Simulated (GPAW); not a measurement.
# AgCl (Chlorargyrite) (Fm-3m) in GPAW: a series of runs

One crystal, AgCl (Chlorargyrite), is run at these levels: PBEsol; tasks: relaxation of cell and atoms.

All numbers are computed with GPAW 26.7.0; they aren't measurements. Logs are shortened: lines on timing, memory, paths and dates and some standing lists are left out, and cuts for length are marked. The log counts tension as positive stress, the text compression.

### Step 1. The structure

It takes space group Fm-3m (No. 225, cubic). The conventional cell has a = 5.470 Å, b = 5.470 Å, c = 5.470 Å, α = 90.00°, β = 90.00°, γ = 90.00°. Around Ag (site symmetry m-3m) lie 6 Cl at 2.73 Å. Around Cl (site symmetry m-3m) lie 6 Ag at 2.73 Å.

### Step 2. Relaxation of cell and atoms, PBEsol, target pressure 5 GPa, at which the enthalpy is minimised

run.py

```python
from ase import Atoms
from ase.filters import FrechetCellFilter
from ase.io import write
from ase.optimize import BFGS
from ase.units import GPa
from gpaw import GPAW, PW, setup_paths

setup_paths.insert(0, '.')

atoms = Atoms(['Ag', 'Cl'],
              cell=[[0.0, 2.735, 2.735],
                    [2.735, 0.0, 2.735],
                    [2.735, 2.735, 0.0]],
              scaled_positions=[[0.0, 0.0, 0.0],
                                [0.5, 0.5, 0.5]],
              pbc=True)

calc = GPAW(mode=PW(600),
            xc='PBEsol',
            kpts={'size': (8, 8, 8), 'gamma': True},
            occupations={'name': 'fermi-dirac', 'width': 0.05},
            nbands=23,
            convergence={'density': 1e-05, 'forces': 0.0001},
            maxiter=150,
            txt='gpaw.txt')
atoms.calc = calc
opt = BFGS(FrechetCellFilter(atoms, scalar_pressure=5 * GPa), trajectory='relax.traj', logfile='-')
done = opt.run(fmax=0.02, steps=60)
calc.write('gs.gpw')
write('result.traj', atoms)
print('Converged:', done)
print('Cell:', atoms.cell.cellpar().round(4))
print('Volume:', round(atoms.get_volume(), 4))
print(atoms.get_scaled_positions().round(5))
```

Potentials or basis: PAW data sets generated in the run's folder for this functional, pw.

Command:

```
gpaw-setup -f PBEsol Ag Cl
OMP_NUM_THREADS=1 python run.py
```

gpaw.txt:

```text
__  _  _
 | _ |_)|_||  |
 |__||  | ||/\| - 26.7.0

Input parameters:
  mode=PW(ecut=600.0),
  convergence={'density': 1e-05, 'forces': 0.0001},
  kpts=MonkhorstPack(size=(8, 8, 8), gamma=True),
  maxiter=150,
  nbands=23,
  occupations=Occupations(name='fermi-dirac', width=0.05),
  xc=XC(name='PBEsol')

Diagonalizing LCAO Hamiltonian
Converting LCAO to pw mode

                Cl

       Ag

Atoms  # Å, Bohr magnetons
|   | symbol |        x |        y |        z |    initial magnetic moments |
|---|--------|----------|----------|----------|-----------------------------|
| 0 |     Ag | 0.000000 | 0.000000 | 0.000000 | ( 0.0000,  0.0000,  0.0000) |
| 1 |     Cl | 2.735000 | 2.735000 | 2.735000 | ( 0.0000,  0.0000,  0.0000) |

Unit cell  # Å
| periodic |        x |        y |        z |  lengths |    angles |
|----------|----------|----------|----------|----------|-----------|
|      yes | 0.000000 | 2.735000 | 2.735000 | 3.867874 | 60.000000 |
|      yes | 2.735000 | 0.000000 | 2.735000 | 3.867874 | 60.000000 |
|      yes | 2.735000 | 2.735000 | 0.000000 | 3.867874 | 60.000000 |

Number of symmetries: 48
Symmetry operations  # r_c * U_cc + t_c -> r_c
|    | kind |            matrix            |
|----|------|------------------------------|
|  0 |  σ   |  1, 0, 0,  1, 0,-1,  1,-1, 0 |
|  1 |  C2  |  1, 0, 0,  1,-1, 0,  1, 0,-1 |
|  2 |  E   |  1, 0, 0,  0, 1, 0,  0, 0, 1 |
|  3 |  σ   |  1, 0, 0,  0, 0, 1,  0, 1, 0 |
|  4 |  C4  |  1, 0,-1,  1, 0, 0,  1,-1, 0 |
|  5 |  S6  |  1, 0,-1,  1,-1, 0,  1, 0, 0 |
|  6 |  σ   |  1, 0,-1,  0, 1,-1,  0, 0,-1 |
|  7 |  C3  |  1, 0,-1,  0, 0,-1,  0, 1,-1 |
|  8 |  S6  |  1,-1, 0,  1, 0, 0,  1, 0,-1 |
|  9 |  C4  |  1,-1, 0,  1, 0,-1,  1, 0, 0 |
| 10 |  C3  |  1,-1, 0,  0,-1, 1,  0,-1, 0 |
| 11 |  σ   |  1,-1, 0,  0,-1, 0,  0,-1, 1 |
| 12 |  σ   |  0, 1, 0,  1, 0, 0,  0, 0, 1 |
| 13 |  C4  |  0, 1, 0,  0, 1,-1, -1, 1, 0 |
| 14 |  C3  |  0, 1, 0,  0, 0, 1,  1, 0, 0 |
| 15 |  S6  |  0, 1, 0, -1, 1, 0,  0, 1,-1 |
| 16 |  C2  |  0, 1,-1,  1, 0,-1,  0, 0,-1 |
| 17 |  σ   |  0, 1,-1,  0, 1, 0, -1, 1, 0 |
| 18 |  S4  |  0, 1,-1,  0, 0,-1,  1, 0,-1 |
| 19 |  C4  |  0, 1,-1, -1, 1, 0,  0, 1, 0 |
| 20 |  C3  |  0, 0, 1,  1, 0, 0,  0, 1, 0 |
| 21 |  σ   |  0, 0, 1,  0, 1, 0,  1, 0, 0 |
[... 201 lines left out ...]
|          8 |         1.861 |     2.000 |
|          9 |         1.950 |     2.000 |
[... 8 lines left out ...]
|         18 |        17.921 |     0.000 |
|         19 |        17.921 |     0.000 |
|        ... |               |           |
|         22 |        24.516 |     0.000 |

Gap: 0.704 eV
Transition (v -> c):
  (s=0, k=28, n=11, [0.50, 0.50, 0.50]) -> (s=0, k=0, n=12, [0.00, 0.00, 0.00])
Direct/indirect transitions are different
Direct gap: 3.173 eV
Transition at: (s=0, k=2, n=11, [0.12, 0.12, 0.12])

Stress tensor  # eV/Ang^3
|        x |         y |         z |
|----------|-----------|-----------|
| 0.003632 |  0.000000 |  0.000000 |
| 0.000000 |  0.003632 | -0.000000 |
| 0.000000 | -0.000000 |  0.003632 |

Forces  # eV/Ang
|        x |        y |        z |
|----------|----------|----------|
|  0.00000 | -0.00000 | -0.00000 |  # Ag   0
| -0.00000 |  0.00000 |  0.00000 |  # Cl   1

Interpolating wave functions to new cell

                Cl

       Ag

Atoms  # Å, Bohr magnetons
|   | symbol |         x |         y |         z |    initial magnetic moments |
|---|--------|-----------|-----------|-----------|-----------------------------|
| 0 |     Ag | -0.000000 | -0.000000 | -0.000000 | ( 0.0000,  0.0000,  0.0000) |
| 1 |     Cl |  2.721111 |  2.721111 |  2.721111 | ( 0.0000,  0.0000,  0.0000) |

Unit cell  # Å
| periodic |        x |         y |         z |  lengths |    angles |
|----------|----------|-----------|-----------|----------|-----------|
|      yes | 0.000000 |  2.721111 |  2.721111 | 3.848232 | 60.000000 |
|      yes | 2.721111 | -0.000000 |  2.721111 | 3.848232 | 60.000000 |
|      yes | 2.721111 |  2.721111 | -0.000000 | 3.848232 | 60.000000 |

Number of symmetries: 48
Symmetry operations  # r_c * U_cc + t_c -> r_c
|    | kind |            matrix            |
|----|------|------------------------------|
|  0 |  σ   |  1, 0, 0,  1, 0,-1,  1,-1, 0 |
|  1 |  C2  |  1, 0, 0,  1,-1, 0,  1, 0,-1 |
|  2 |  E   |  1, 0, 0,  0, 1, 0,  0, 0, 1 |
|  3 |  σ   |  1, 0, 0,  0, 0, 1,  0, 1, 0 |
|  4 |  C4  |  1, 0,-1,  1, 0, 0,  1,-1, 0 |
|  5 |  S6  |  1, 0,-1,  1,-1, 0,  1, 0, 0 |
|  6 |  σ   |  1, 0,-1,  0, 1,-1,  0, 0,-1 |
|  7 |  C3  |  1, 0,-1,  0, 0,-1,  0, 1,-1 |
|  8 |  S6  |  1,-1, 0,  1, 0, 0,  1, 0,-1 |
|  9 |  C4  |  1,-1, 0,  1, 0,-1,  1, 0, 0 |
| 10 |  C3  |  1,-1, 0,  0,-1, 1,  0,-1, 0 |
| 11 |  σ   |  1,-1, 0,  0,-1, 0,  0,-1, 1 |
| 12 |  σ   |  0, 1, 0,  1, 0, 0,  0, 0, 1 |
| 13 |  C4  |  0, 1, 0,  0, 1,-1, -1, 1, 0 |
| 14 |  C3  |  0, 1, 0,  0, 0, 1,  1, 0, 0 |
| 15 |  S6  |  0, 1, 0, -1, 1, 0,  0, 1,-1 |
[... 222 lines left out ...]
Gap: 0.703 eV
Transition (v -> c):
  (s=0, k=28, n=11, [0.50, 0.50, 0.50]) -> (s=0, k=0, n=12, [0.00, 0.00, 0.00])
Direct/indirect transitions are different
Direct gap: 3.228 eV
Transition at: (s=0, k=2, n=11, [0.12, 0.12, 0.12])

Stress tensor  # eV/Ang^3
|         x |         y |         z |
|-----------|-----------|-----------|
| -0.001709 |  0.000000 | -0.000000 |
|  0.000000 | -0.001709 | -0.000000 |
| -0.000000 | -0.000000 | -0.001709 |

Forces  # eV/Ang
|       x |        y |       z |
|---------|----------|---------|
| 0.00000 | -0.00000 | 0.00000 |  # Ag   0
| 0.00000 |  0.00000 | 0.00000 |  # Cl   1

Interpolating wave functions to new cell

               Cl

       Ag

Atoms  # Å, Bohr magnetons
|   | symbol |        x |        y |        z |    initial magnetic moments |
|---|--------|----------|----------|----------|-----------------------------|
| 0 |     Ag | 0.000000 | 0.000000 | 0.000000 | ( 0.0000,  0.0000,  0.0000) |
| 1 |     Cl | 2.652455 | 2.652455 | 2.652455 | ( 0.0000,  0.0000,  0.0000) |

Unit cell  # Å
| periodic |        x |         y |         z |  lengths |    angles |
|----------|----------|-----------|-----------|----------|-----------|
|      yes | 0.000000 |  2.652455 |  2.652455 | 3.751137 | 60.000000 |
|      yes | 2.652455 | -0.000000 |  2.652455 | 3.751137 | 60.000000 |
|      yes | 2.652455 |  2.652455 | -0.000000 | 3.751137 | 60.000000 |
[... 243 lines left out ...]
Gap: 0.716 eV
Transition (v -> c):
  (s=0, k=28, n=11, [0.50, 0.50, 0.50]) -> (s=0, k=0, n=12, [0.00, 0.00, 0.00])
Direct/indirect transitions are different
Direct gap: 3.539 eV
Transition at: (s=0, k=2, n=11, [0.12, 0.12, 0.12])

Stress tensor  # eV/Ang^3
|         x |         y |         z |
|-----------|-----------|-----------|
| -0.035835 |  0.000000 | -0.000000 |
|  0.000000 | -0.035835 | -0.000000 |
| -0.000000 | -0.000000 | -0.035835 |

Forces  # eV/Ang
|       x |        y |        z |
|---------|----------|----------|
| 0.00000 | -0.00000 | -0.00000 |  # Ag   0
| 0.00000 |  0.00000 |  0.00000 |  # Cl   1

Interpolating wave functions to new cell

               Cl

       Ag

Atoms  # Å, Bohr magnetons
|   | symbol |        x |        y |        z |    initial magnetic moments |
|---|--------|----------|----------|----------|-----------------------------|
| 0 |     Ag | 0.000000 | 0.000000 | 0.000000 | ( 0.0000,  0.0000,  0.0000) |
| 1 |     Cl | 2.661067 | 2.661067 | 2.661067 | ( 0.0000,  0.0000,  0.0000) |

Unit cell  # Å
| periodic |        x |         y |         z |  lengths |    angles |
|----------|----------|-----------|-----------|----------|-----------|
|      yes | 0.000000 |  2.661067 |  2.661067 | 3.763318 | 60.000000 |
|      yes | 2.661067 | -0.000000 |  2.661067 | 3.763318 | 60.000000 |
|      yes | 2.661067 |  2.661067 | -0.000000 | 3.763318 | 60.000000 |
[... 242 lines left out ...]
Gap: 0.713 eV
Transition (v -> c):
  (s=0, k=28, n=11, [0.50, 0.50, 0.50]) -> (s=0, k=0, n=12, [0.00, 0.00, 0.00])
Direct/indirect transitions are different
Direct gap: 3.496 eV
Transition at: (s=0, k=2, n=11, [0.12, 0.12, 0.12])

Stress tensor  # eV/Ang^3
|         x |         y |         z |
|-----------|-----------|-----------|
| -0.030751 |  0.000000 | -0.000000 |
|  0.000000 | -0.030751 | -0.000000 |
| -0.000000 | -0.000000 | -0.030751 |

Forces  # eV/Ang
|       x |        y |       z |
|---------|----------|---------|
| 0.00000 | -0.00000 | 0.00000 |  # Ag   0
| 0.00000 | -0.00000 | 0.00000 |  # Cl   1

# Writing to gs.gpw (mode='')
```

Wall time 91 s (1 thread of AMD EPYC 7R43 (Zen 3), shared host); peak memory 0.2 GiB.

Results:

* Free energy: -6.1147 eV
* Relaxed volume: 18.84 Å³/atom
* Relaxed cell: a = 3.763 Å, b = 3.763 Å, c = 3.763 Å, α = 60.00°, β = 60.00°, γ = 60.00°
* Space group after relaxing (to 0.05 Å): Fm-3m (No. 225)
* Energy change on relaxing (the enthalpy is what falls): +20.6 meV/atom
* Ionic steps: 4
* Pressure after relaxing: 4.9 GPa
* Band gap on the k mesh: 0.71 eV, indirect (least direct gap 3.50 eV)

The path:
| step | energy change (eV) | largest force (eV/Å) | pressure (GPa) | volume (Å³) |
| --- | --- | --- | --- | --- |
| 1 | 0.0000 | 0.0000 | -0.58 | 40.92 |
| 2 | -0.0003 | 0.0000 | 0.27 | 40.30 |
| 3 | 0.0536 | 0.0000 | 5.74 | 37.32 |
| 4 | 0.0412 | 0.0000 | 4.93 | 37.69 |

Final structure:
```xyz
2
Lattice="0.0000 2.6611 2.6611 2.6611 0.0000 2.6611 2.6611 2.6611 0.0000" Properties=species:S:1:pos:R:3 pbc="T T T"
Ag    0.0000    0.0000    0.0000
Cl    2.6611    2.6611    2.6611
```

Caveat: later steps reuse the first step's grids. A k mesh can miss the band edges.

### Step 3. Relaxation of cell and atoms, PBEsol, target pressure 10 GPa, at which the enthalpy is minimised

run.py: that of step 2 with these lines changed.

```diff
@@ -26,3 +26,3 @@
 atoms.calc = calc
-opt = BFGS(FrechetCellFilter(atoms, scalar_pressure=5 * GPa), trajectory='relax.traj', logfile='-')
+opt = BFGS(FrechetCellFilter(atoms, scalar_pressure=10 * GPa), trajectory='relax.traj', logfile='-')
 done = opt.run(fmax=0.02, steps=60)
```

Potentials or basis: PAW data sets generated in the run's folder for this functional, pw.

Command:

```
gpaw-setup -f PBEsol Ag Cl
OMP_NUM_THREADS=1 python run.py
```

gpaw.txt:

```text
__  _  _
 | _ |_)|_||  |
 |__||  | ||/\| - 26.7.0

Input parameters:
  mode=PW(ecut=600.0),
  convergence={'density': 1e-05, 'forces': 0.0001},
  kpts=MonkhorstPack(size=(8, 8, 8), gamma=True),
  maxiter=150,
  nbands=23,
  occupations=Occupations(name='fermi-dirac', width=0.05),
  xc=XC(name='PBEsol')

Diagonalizing LCAO Hamiltonian
Converting LCAO to pw mode

                Cl

       Ag

Atoms  # Å, Bohr magnetons
|   | symbol |        x |        y |        z |    initial magnetic moments |
|---|--------|----------|----------|----------|-----------------------------|
| 0 |     Ag | 0.000000 | 0.000000 | 0.000000 | ( 0.0000,  0.0000,  0.0000) |
| 1 |     Cl | 2.735000 | 2.735000 | 2.735000 | ( 0.0000,  0.0000,  0.0000) |

Unit cell  # Å
| periodic |        x |        y |        z |  lengths |    angles |
|----------|----------|----------|----------|----------|-----------|
|      yes | 0.000000 | 2.735000 | 2.735000 | 3.867874 | 60.000000 |
|      yes | 2.735000 | 0.000000 | 2.735000 | 3.867874 | 60.000000 |
|      yes | 2.735000 | 2.735000 | 0.000000 | 3.867874 | 60.000000 |

Number of symmetries: 48
Symmetry operations  # r_c * U_cc + t_c -> r_c
|    | kind |            matrix            |
|----|------|------------------------------|
|  0 |  σ   |  1, 0, 0,  1, 0,-1,  1,-1, 0 |
|  1 |  C2  |  1, 0, 0,  1,-1, 0,  1, 0,-1 |
|  2 |  E   |  1, 0, 0,  0, 1, 0,  0, 0, 1 |
|  3 |  σ   |  1, 0, 0,  0, 0, 1,  0, 1, 0 |
|  4 |  C4  |  1, 0,-1,  1, 0, 0,  1,-1, 0 |
|  5 |  S6  |  1, 0,-1,  1,-1, 0,  1, 0, 0 |
|  6 |  σ   |  1, 0,-1,  0, 1,-1,  0, 0,-1 |
|  7 |  C3  |  1, 0,-1,  0, 0,-1,  0, 1,-1 |
|  8 |  S6  |  1,-1, 0,  1, 0, 0,  1, 0,-1 |
[... 173 lines left out ...]
SCF iterations
|iter     | |      energy | eigst |  dens |force |
|---------|-|-------------|-------|-------|------|
|iter:   1| |   -6.292612 | -0.51 |       |      |
|iter:   2| |   -6.265602 | -2.31 | -1.57 |      |
|iter:   3| |   -6.158027 | -2.49 | -1.61 |      |
|iter:   4| |   -6.156203 | -3.97 | -2.07 |      |
|iter:   5| |   -6.155829c| -4.50 | -2.50 |      |
|iter:   6| |   -6.155843c| -5.89 | -3.26 |      |
|iter:   7| |   -6.155847c| -7.17 | -3.79 |      |
|iter:   8| |   -6.155847c| -7.91c| -4.98 |      |
|iter:   9| |   -6.155847c| -8.77c| -5.63c|      |
|iter:  10| |   -6.155847c| -9.38c| -6.36c|-23.55c|

Converged in 10 steps
Energy contributions relative to reference atoms: (reference = -157065.071766)

[... 620 lines left out ...]
|  0.00000 | 0.00000 |  0.00000 |  # Cl   1

Interpolating wave functions to new cell

               Cl

       Ag

Atoms  # Å, Bohr magnetons
|   | symbol |         x |        y |        z |    initial magnetic moments |
|---|--------|-----------|----------|----------|-----------------------------|
| 0 |     Ag | -0.000000 | 0.000000 | 0.000000 | ( 0.0000,  0.0000,  0.0000) |
| 1 |     Cl |  2.616081 | 2.616081 | 2.616081 | ( 0.0000,  0.0000,  0.0000) |

Unit cell  # Å
| periodic |        x |         y |         z |  lengths |    angles |
|----------|----------|-----------|-----------|----------|-----------|
|      yes | 0.000000 |  2.616081 |  2.616081 | 3.699697 | 60.000000 |
|      yes | 2.616081 | -0.000000 |  2.616081 | 3.699697 | 60.000000 |
|      yes | 2.616081 |  2.616081 | -0.000000 | 3.699697 | 60.000000 |
[... 250 lines left out ...]
Stress tensor  # eV/Ang^3
|         x |         y |         z |
|-----------|-----------|-----------|
| -0.060340 |  0.000000 | -0.000000 |
|  0.000000 | -0.060340 | -0.000000 |
| -0.000000 | -0.000000 | -0.060340 |

Forces  # eV/Ang
|       x |        y |       z |
|---------|----------|---------|
| 0.00000 |  0.00000 | 0.00000 |  # Ag   0
| 0.00000 | -0.00000 | 0.00000 |  # Cl   1

Interpolating wave functions to new cell

               Cl

       Ag

Atoms  # Å, Bohr magnetons
|   | symbol |         x |        y |        z |    initial magnetic moments |
|---|--------|-----------|----------|----------|-----------------------------|
| 0 |     Ag | -0.000000 | 0.000000 | 0.000000 | ( 0.0000,  0.0000,  0.0000) |
| 1 |     Cl |  2.613397 | 2.613397 | 2.613397 | ( 0.0000,  0.0000,  0.0000) |

Unit cell  # Å
| periodic |        x |         y |         z |  lengths |    angles |
|----------|----------|-----------|-----------|----------|-----------|
|      yes | 0.000000 |  2.613397 |  2.613397 | 3.695902 | 60.000000 |
|      yes | 2.613397 | -0.000000 |  2.613397 | 3.695902 | 60.000000 |
|      yes | 2.613397 |  2.613397 | -0.000000 | 3.695902 | 60.000000 |
[... 187 lines left out ...]
SCF iterations
|iter     | |      energy | eigst |  dens |force |
|---------|-|-------------|-------|-------|------|
|iter:   1| |   -6.023405 | -3.55 |       |      |
|iter:   2| |   -6.023255 | -6.10 | -2.66 |      |
|iter:   3| |   -6.022676c| -5.03 | -2.70 |      |
|iter:   4| |   -6.022673c| -6.61 | -3.57 |      |
|iter:   5| |   -6.022674c| -6.95 | -3.96 |      |
|iter:   6| |   -6.022674c| -8.26c| -4.60 |      |
|iter:   7| |   -6.022674c| -9.04c| -5.20c|      |
|iter:   8| |   -6.022674c| -8.85c| -5.52c|-24.04c|

Converged in 8 steps
Energy contributions relative to reference atoms: (reference = -157065.071766)

Energy contributions:
  Kinetic:          17.243064
  Coulomb:         -15.043862
  Zero:              0.060590
  External:          0.000000
  Xc:               -8.282461
  Entropy:          -0.000009
  Spinorbit:         0.000000
  ----------------------------
  Free energy:      -6.022678
  Extrapolated:     -6.022674
[... 35 lines left out ...]
Stress tensor  # eV/Ang^3
|         x |         y |         z |
|-----------|-----------|-----------|
| -0.062355 |  0.000000 | -0.000000 |
|  0.000000 | -0.062355 | -0.000000 |
| -0.000000 | -0.000000 | -0.062355 |

Forces  # eV/Ang
|       x |        y |        z |
|---------|----------|----------|
| 0.00000 | -0.00000 | -0.00000 |  # Ag   0
| 0.00000 |  0.00000 | -0.00000 |  # Cl   1

# Writing to gs.gpw (mode='')
```

stdout:

```text
Step          Energy          fmax
BFGS:    0       -3.602025        1.351223
BFGS:    1       -3.672487        1.104064
BFGS:    2       -3.788351        0.263672
BFGS:    3       -3.794535        0.037149
BFGS:    4       -3.794571        0.001069
Converged: True
Cell: [ 3.6959  3.6959  3.6959 60.     60.     60.    ]
Volume: 35.6982
[[0.  0.  0. ]
 [0.5 0.5 0.5]]
```

Wall time 1.8 min (1 thread of AMD EPYC 7R43 (Zen 3), shared host); peak memory 0.21 GiB.

What came out:

- Free energy: -6.0227 eV
- Relaxed volume: 17.85 Å³/atom
- Relaxed cell: a = 3.696 Å, b = 3.696 Å, c = 3.696 Å, α = 60.00°, β = 60.00°, γ = 60.00°
- Space group after relaxing (to 0.05 Å): Fm-3m (No. 225)
- Energy change on relaxing (the enthalpy is what falls): +66.6 meV/atom
- Ionic steps: 5
- Pressure after relaxing: 10.0 GPa
- Band gap on the k mesh: 0.74 eV, indirect (least direct gap 3.43 eV)

Step by step:
```tsv
step	energy change (eV)	largest force (eV/Å)	pressure (GPa)	volume (Å³)
1	0.0000	0.0000	-0.58	40.92
2	0.0024	0.0000	1.10	39.75
3	0.1876	0.0000	12.42	34.93
4	0.1263	0.0000	9.67	35.81
5	0.1332	0.0000	9.99	35.70
```

Final structure:
```
CELL_PARAMETERS angstrom
0.00000 2.61340 2.61340
2.61340 0.00000 2.61340
2.61340 2.61340 0.00000
ATOMIC_POSITIONS crystal
Ag 0.00000 0.00000 0.00000
Cl 0.50000 0.50000 0.50000
```

Caveat: later steps reuse the first step's grids. A k mesh can miss the band edges.

(Continued in part 2 of 2.)
